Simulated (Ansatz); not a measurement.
Crystal: Sn.

```xyz
1
Lattice="-2.0292 2.0292 1.6608 2.0292 -2.0292 1.6608 2.0292 2.0292 -1.6608" Properties=species:S:1:pos:R:3 pbc="T T T"
Sn    0.0000    0.0000    0.0000
```

This isn't the form of Sn at room conditions, which is tetragonal (white tin).

Base run:

```yaml
Program: Ansatz 0.2.0
Functional: LDA
Potentials_or_basis: all-electron LAPW, scalar-relativistic
Cutoff: 167 eV
Density_cutoff: 667 eV
Basis_error_allowed: 0.001 eV/atom
k_mesh: 10 × 10 × 10
Occupations: fermi-dirac, width 0.05 eV
Spin: no spin polarisation
```

Its results: pressure -3.2 GPa.

Task: The run is repeated on the same cell with these changes: functional from LDA to PBEsol; occupations from fermi-dirac, width 0.05 eV to gaussian, width 0.05 eV. What comes out?

Result: Pressure -2.0 GPa.

Not every run made on this cell is shown here.
